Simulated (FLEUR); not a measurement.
# Si (I4/mmm) in FLEUR: convergence with lnonsphr

Aim: find how far lnonsphr must go before the results for Si settle, at PBE. This setting moves, with any that are tied to it; all else stays.

All numbers are computed with FLEUR MaX-R8.1 (later development tree); they aren't measurements. Logs are shortened: lines on timing, memory, paths and dates and some standing lists are left out, and cuts for length are marked.

## (1) The structure

The structure is tetragonal, space group I4/mmm (No. 139). Conventional cell: a = 3.254 Å, b = 3.254 Å, c = 2.641 Å, α = 90.00°, β = 90.00°, γ = 90.00°. Si (site symmetry 4/mmm) is surrounded by 10 Si at 2.64 to 2.65 Å.

This isn't the form of Si at room conditions, which is diamond.

## (2) With lnonsphr 2

inp.xml reads:

```xml
<?xml version="1.0" encoding="UTF-8" standalone="no"?>
<fleurInput fleurInputVersion="0.39">
   <comment>
      Si                                                                                                  
   </comment>
   <calculationSetup>
      <cutoffs Kmax="4.24" Gmax="13.2" GmaxXC="13.2" numbands="0"/>
      <scfLoop itmax="60" minDistance="0.00001" maxIterBroyd="15" imix="Anderson" alpha="0.05" precondParam="0.0" spinf="2.0" sdNocoIR="T"/>
      <coreElectrons ctail="T" frcor="F" kcrel="0" coretail_lmax="0"/>
      <xcFunctional name="pbe" relativisticCorrections="F"/>
      <magnetism jspins="1"/>
      <soc l_soc="F" theta="0.0" phi="0.0" spav="F"/>
      <expertModes spex="0" secvar="F"/>
      <geometryOptimization l_f="T" forcealpha="1.0" forcemix="BFGS" epsdisp="0.0005" epsforce="0.0002"/>
      <ldaU l_linMix="F" mixParam="0.05" spinf="1.0"/>
   </calculationSetup>
   <cell>
      <bzIntegration valenceElectrons="12.0" mode="hist" fermiSmearingEnergy="0.00183747">
         <kPointListSelection listName="default-1"/>
         <!-- k-points included here -->
         <xi:include xmlns:xi="http://www.w3.org/2001/XInclude" href="kpts.xml"> </xi:include>
      </bzIntegration>
      <!-- symmetry operations included here -->
      <xi:include xmlns:xi="http://www.w3.org/2001/XInclude" href="sym.xml"> </xi:include>
      <bulkLattice scale="1.0">
         <bravaisMatrix>
            <row-1>   -3.0744236457227805     3.0744236457227805     2.4950618106341991</row-1>
            <row-2>    3.0744236457227805    -3.0744236457227805     2.4950618106341991</row-2>
            <row-3>    3.0744236457227805     3.0744236457227805    -2.4950618106341991</row-3>
         </bravaisMatrix>
      </bulkLattice>
   </cell>
   <atomSpecies>
      <species name="Silicon (Si)" element="Si" atomicNumber="14">
         <mtSphere radius="2.31" gridPoints="763" logIncrement="0.015"/>
         <atomicCutoffs lmax="9" lnonsphr="2"/>
         <electronConfig flipSpins="F">
            <coreConfig>(1s1/2)</coreConfig>
            <valenceConfig>(2s1/2) (2p1/2) (2p3/2) (3s1/2) (3p1/2) (3p3/2)</valenceConfig>
            <stateOccupation state="(3p1/2)" spinUp="0.333333" spinDown="0.333333"/>
            <stateOccupation state="(3p3/2)" spinUp="0.666667" spinDown="0.666667"/>
         </electronConfig>
         <energyParameters s="3" p="3" d="3" f="4"/>
         <lo type="SCLO" l="0" n="2" eDeriv="0"/>
         <lo type="SCLO" l="1" n="2" eDeriv="0"/>
         <lo type="SCLO" l="2" n="3" eDeriv="2"/>
         <lo type="SCLO" l="3" n="4" eDeriv="2"/>
      </species>
   </atomSpecies>
   <atomGroups>
      <atomGroup species="Silicon (Si)">
         <relPos label="                   1">.0000000000 .0000000000 .0000000000</relPos>
         <force calculate="T" relaxXYZ="TTT"/>
      </atomGroup>
   </atomGroups>
   <output dos="F" band="F" slice="F">
      <checks vchk="F" cdinf="F"/>
      <bandDOS minEnergy="-.5*Htr" maxEnergy="0.5*Htr" sigma="0.015" storeEVData="T"/>
      <vacuumDOS vacdos="F" integ="F" star="F" nstars="0" locx1="0.0" locy1="0.0" locx2="0.0" locy2="0.0" nstm="0" tworkf="0.0"/>
      <unfoldingBand unfoldBand="F" supercellX="1" supercellY="1" supercellZ="1"/>
      <plotting iplot="0" polar="F">
         <plot TwoD="T" vec1="  1.0  0.0  0.0" vec2="  0.0  1.0  0.0" vec3="  0.0  0.0  1.0" zero="  0.0  0.0  0.0" file="plot"/>
      </plotting>
      <chargeDensitySlicing numkpt="0" minEigenval="0.0" maxEigenval="0.0" nnne="0" pallst="F"/>
      <specialOutput eonly="F"/>
      <moessbauerParams electricFieldGradient="T" isomerShift="T" coreHyperfine="T" valenceHyperfine="T"/>
      <magneticCircularDichroism mcd="F" energyLo="-10.0" energyUp="0.0"/>
   </output>
  <!-- We include the file relax.xml here to enable relaxations (see documentation) -->
  <xi:include xmlns:xi="http://www.w3.org/2001/XInclude" href="relax.xml"> <xi:fallback/> </xi:include>
</fleurInput>
```

crystal.txt reads:

```
Si
&input cartesian=F /
-1.6269149300  1.6269149300  1.3203298500
1.6269149300  -1.6269149300  1.3203298500
1.6269149300  1.6269149300  -1.3203298500
1.8897261246
1.0 1.0 1.0

1
14 0.0000000000  0.0000000000  0.0000000000

&kpt div1=10 div2=10 div3=10 gamma=T /
```

Potentials or basis: all-electron, FLAPW.

The run is started by

```
inpgen -f crystal.txt -profile fastHighL
# inp.xml edited to the form shown
fleur_MPI
```

It took 2.8 s on 1 thread of Arm Neoverse V1, shared host; peak memory 0.05 GiB.

The program refused the input.

## (3) With lnonsphr 3

Changes to inp.xml since step 2:

```diff
@@ -35,3 +35,3 @@
          <mtSphere radius="2.31" gridPoints="763" logIncrement="0.015"/>
-         <atomicCutoffs lmax="9" lnonsphr="2"/>
+         <atomicCutoffs lmax="9" lnonsphr="3"/>
          <electronConfig flipSpins="F">
```

crystal.txt is that of step 2.

Potentials or basis: all-electron, FLAPW.

The run is started by

```
inpgen -f crystal.txt -profile fastHighL
# inp.xml edited to the form shown
fleur_MPI
```

It took 17 s on 1 thread of Arm Neoverse V1, shared host; peak memory 0.06 GiB.

Results:

```yaml
Free_energy: -7891.7841 eV
Band_gap_on_the_k_mesh: none (metal or under the smearing width)
Valence_electrons_inside_the_program's_atomic_spheres: Si 10.51 (radii Si 2.31 bohr)
```

## (4) With lnonsphr 4

Changes to inp.xml since step 3:

```diff
@@ -35,3 +35,3 @@
          <mtSphere radius="2.31" gridPoints="763" logIncrement="0.015"/>
-         <atomicCutoffs lmax="9" lnonsphr="3"/>
+         <atomicCutoffs lmax="9" lnonsphr="4"/>
          <electronConfig flipSpins="F">
```

crystal.txt is that of step 3.

The run is started by

```
inpgen -f crystal.txt -profile fastHighL
# inp.xml edited to the form shown
fleur_MPI
```

Wall time 17 s (1 thread of Arm Neoverse V1, shared host); peak memory 0.06 GiB.

Results:

```yaml
Free_energy: -7891.7906 eV
Band_gap_on_the_k_mesh: none (metal or under the smearing width)
Valence_electrons_inside_the_program's_atomic_spheres: Si 10.51 (radii Si 2.31 bohr)
```

## (5) With lnonsphr 5

Changes to inp.xml since step 4:

```diff
@@ -35,3 +35,3 @@
          <mtSphere radius="2.31" gridPoints="763" logIncrement="0.015"/>
-         <atomicCutoffs lmax="9" lnonsphr="4"/>
+         <atomicCutoffs lmax="9" lnonsphr="5"/>
          <electronConfig flipSpins="F">
```

crystal.txt is that of step 4.

The run is started by

```
inpgen -f crystal.txt -profile fastHighL
# inp.xml edited to the form shown
fleur_MPI
```

It took 18 s on 1 thread of Arm Neoverse V1, shared host; peak memory 0.06 GiB.

What came out:

- Free energy: -7891.7952 eV
- Band gap on the k mesh: none (metal or under the smearing width)
- Valence electrons inside the program's atomic spheres: Si 10.51 (radii Si 2.31 bohr)

## (6) With lnonsphr 6

Changes to inp.xml since step 5:

```diff
@@ -35,3 +35,3 @@
          <mtSphere radius="2.31" gridPoints="763" logIncrement="0.015"/>
-         <atomicCutoffs lmax="9" lnonsphr="5"/>
+         <atomicCutoffs lmax="9" lnonsphr="6"/>
          <electronConfig flipSpins="F">
```

crystal.txt is that of step 5.

Potentials or basis: all-electron, FLAPW.

The run is started by

```
inpgen -f crystal.txt -profile fastHighL
# inp.xml edited to the form shown
fleur_MPI
```

It took 18 s on 1 thread of Arm Neoverse V1, shared host; peak memory 0.06 GiB.

Results:

```
Free energy                                           : -7891.7967 eV
Band gap on the k mesh                                : none (metal or under the smearing width)
Valence electrons inside the program's atomic spheres : Si 10.51 (radii Si 2.31 bohr)
```

## (7) With lnonsphr 8

Changes to inp.xml since step 6:

```diff
@@ -35,3 +35,3 @@
          <mtSphere radius="2.31" gridPoints="763" logIncrement="0.015"/>
-         <atomicCutoffs lmax="9" lnonsphr="6"/>
+         <atomicCutoffs lmax="9" lnonsphr="8"/>
          <electronConfig flipSpins="F">
```

crystal.txt is that of step 6.

Potentials or basis: all-electron, FLAPW.

The run is started by

```
inpgen -f crystal.txt -profile fastHighL
# inp.xml edited to the form shown
fleur_MPI
```

Standard output:

```text
Welcome to FLEUR        (www.flapw.de)
      MaX-Release 8.1          (www.max-centre.eu)

 ========== k-point set info ==========
 Selected k-point list: default-1
 k-point list type: mesh
 10 x 10 x 10
 Number of k points: 102

 ------------Calculation Setup---------------------------
 Number of MPI-tasks      :            1
 Number of PE/node        :            1
 Number of OMP-threads    :            1
 Most efficient MPI parallelization for:
           1           2           3           6          17          34          51         102
 Additional eigenvalue parallelization possible
 Number of basis functions:          156
 Approximate size of matrices (H+S) per k-point:         0.000 GB
 --------------------------------------------------------
 Iteration:     1   Distance:       4.03912492 me/bohr^3
 Iteration:     2   Distance:       3.79814947 me/bohr^3
 Iteration:     3   Distance:       1.13049651 me/bohr^3
 Iteration:     4   Distance:       0.16389672 me/bohr^3
 Iteration:     5   Distance:       0.09169447 me/bohr^3
 Iteration:     6   Distance:       0.00459976 me/bohr^3
 Iteration:     7   Distance:       0.00660608 me/bohr^3
 Iteration:     8   Distance:       0.00047534 me/bohr^3
 Iteration:     9   Distance:       0.00004853 me/bohr^3
 Iteration:    10   Distance:       0.00001656 me/bohr^3
 Iteration:    11   Distance:       0.00000034 me/bohr^3

 ********************************************************************
 Run finished successfully
 Stop message:
   Structural relaxation: Done
 ********************************************************************
```

out.xml (last iteration):

```text
<iteration numberForCurrentRun="   12" overallNumber="   12">
         <energyParameters units="Htr">
            <atomicEP atomType="1" spin="1" branch="3s" branchLowest="-4.56" branchHighest="0.94" value="0.0627788800"/>
            <atomicEP atomType="1" spin="1" branch="3p" branchLowest="-2.94" branchHighest="1.41" value="0.2582240777"/>
            <atomicEP atomType="1" spin="1" branch="3d" branchLowest="-9.99" branchHighest="1.87" value="0.4605349523"/>
            <atomicEP atomType="1" spin="1" branch="4f" branchLowest="-9.99" branchHighest="3.74" value="0.6306012660"/>
            <loAtomicEP atomType="1" spin="1" branch="2s" branchLowest="-65.06" branchHighest="-4.56" value="-4.5564191488"/>
            <loAtomicEP atomType="1" spin="1" branch="2p" branchLowest="-9.99" branchHighest="-2.94" value="-2.9414625174"/>
            <loAtomicEP atomType="1" spin="1" branch="3d" branchLowest="-9.99" branchHighest="1.87" value="0.4605342302"/>
            <loAtomicEP atomType="1" spin="1" branch="4f" branchLowest="-9.99" branchHighest="3.74" value="0.6306036022"/>
         </energyParameters>
         <eigenvalues>
            <eigenvaluesAt spin="1" ikpt="1" k_x="0.00000000" k_y="0.00000000" k_z="0.00000000">
                      -4.5564740024       -2.9413976417       -2.9411404688       -2.9411404688       -0.1457010622
                       0.7477551130        0.7711897730        0.7711897730        0.8736422949        0.9128425526
            </eigenvaluesAt>
            <eigenvaluesAt spin="1" ikpt="2" k_x="0.00000000" k_y="0.00000000" k_z="0.10000000">
                      -4.5564697677       -2.9414061229       -2.9411743505       -2.9411381470       -0.1356533557
                       0.6195404601        0.7773103127        0.8264980298        0.8580893189        0.9130760582
            </eigenvaluesAt>
            <eigenvaluesAt spin="1" ikpt="3" k_x="0.00000000" k_y="0.00000000" k_z="0.20000000">
                      -4.5564586024       -2.9414282591       -2.9412625669       -2.9411320170       -0.1056184992
                       0.4716358535        0.7939718867        0.8026289686        0.8424418683        0.8905346745
            </eigenvaluesAt>
            <eigenvaluesAt spin="1" ikpt="4" k_x="0.00000000" k_y="0.00000000" k_z="0.30000000">
                      -4.5564449368       -2.9414557537       -2.9413718295       -2.9411246736       -0.0559572217
                       0.3337093744        0.7626241701        0.8145351042        0.8429465466        0.8517685398
            </eigenvaluesAt>
         </eigenvalues>
         <bandgap value="0.0201959247" units="eV"/>
         <sumValenceSingleParticleEnergies value="-26.0326948503" units="Htr"/>
         <FermiEnergy value="0.3947676808" units="Htr"/>
         <valenceDensity>
            <mtCharges spin="1">
               <mtCharge atomType="1" total="10.5126419" s="3.1056847" p="7.1657774" d="0.2193872" f="0.0198562"/>
            </mtCharges>
            <spinDependentCharge spin="1" total="12.0000000" interstitial="1.4873581" mtSpheres="10.5126419"/>
            <totalCharge value="12.0000000000"/>
         </valenceDensity>
         <coreStates atomType="     1" atomicNumber=" 14" spin="1" kinEnergy="    185.6380984233" eigValSum="   -130.1167084727" lostElectrons=" 0.000000">
            <state n="1" l="0" j="0.5" energy="-65.0583542364" weight="1.0000000000"/>
         </coreStates>
         <allElectronCharges>
            <spinDependentCharge spin="1" total="14.0000000" interstitial="1.4873581" mtSpheres="12.5126419"/>
            <totalCharge value="14.0000000001"/>
         </allElectronCharges>
         <moessbauerParams unitsHFF="kG" unitsIS="e/bohr^3" unitsEFG="Htr/bohr^2">
            <coreIsomerShift atomType="1" isTotal="1776.19567">
               <shell n="1" l="0" isomerShift="1776.19567"/>
            </coreIsomerShift>
            <isomerShift atomType="1" nucleusRadius="0.0000718" averageDensity="1910.32820"/>
            <electricFieldGradient atomType="1" VXX="-0.02705" VYY="-0.02705" VZZ="0.05410" asymParam="0.00000">
            </electricFieldGradient>
         </moessbauerParams>
         <totalEnergy                                    value="     -290.0180663486" units="Htr">
            <sumOfEigenvalues                            value="     -156.1494033230">
               <coreElectrons value="-130.1167084727"/>
               <valenceElectrons value="-26.0326948503"/>
            </sumOfEigenvalues>
            <densityCoulombPotentialIntegral value="-419.9599706439"/>
            <densityEffectivePotentialIntegral value="-446.9550287164"/>
            <chargeDenXCDenIntegral value="-20.9006967398"/>
            <FockExchangeEnergyValence value="0.0000000000"/>
            <FockExchangeEnergyCore value="0.0000000000"/>
            <atomTypeDependentContributions atomType="1">
               <electronNucleiInteractionDifferentMTs value="343.2573403280"/>
               <MadelungTerm value="-6.6856693524"/>
            </atomTypeDependentContributions>
            <tkbTimesEntropy value="0.0001436854"/>
            <freeEnergy value="-290.0182100340"/>
            <extrapolationTo0K value="-290.0181381913"/>
         </totalEnergy>
         <totalForcesOnRepresentativeAtoms units="Htr/bohr">
            <forceTotal atomType="1" x="0.000000" y="0.000000" z="0.000000" F_x="0.00000000" F_y="0.00000000" F_z="0.00000000"/>
         </totalForcesOnRepresentativeAtoms>
      </iteration>
```

Wall time 20 s (1 thread of Arm Neoverse V1, shared host); peak memory 0.06 GiB.

Results:

```yaml
Free_energy: -7891.7975 eV
Band_gap_on_the_k_mesh: none (metal or under the smearing width)
Valence_electrons_inside_the_program's_atomic_spheres: Si 10.51 (radii Si 2.31 bohr)
```

## (8) Result

| lnonsphr | energy less the tightest run, at zero smearing (meV/atom) | SCF cycles | CPU time (s) | peak memory (GiB) |
| --- | --- | --- | --- | --- |
| 2 | refused | - | - | - |
| 3 | 13.40 | 12 | 17 | 0.06 |
| 4 | 6.94 | 12 | 17 | 0.06 |
| 5 | 2.32 | 12 | 18 | 0.06 |
| 6 | 0.83 | 12 | 18 | 0.06 |
| 8 | 0.00 | 12 | 20 | 0.06 |

Against the tightest run, the energy stays within 1 meV/atom from 6 on. The tightest run that finished is the yardstick and may itself not be fully converged.
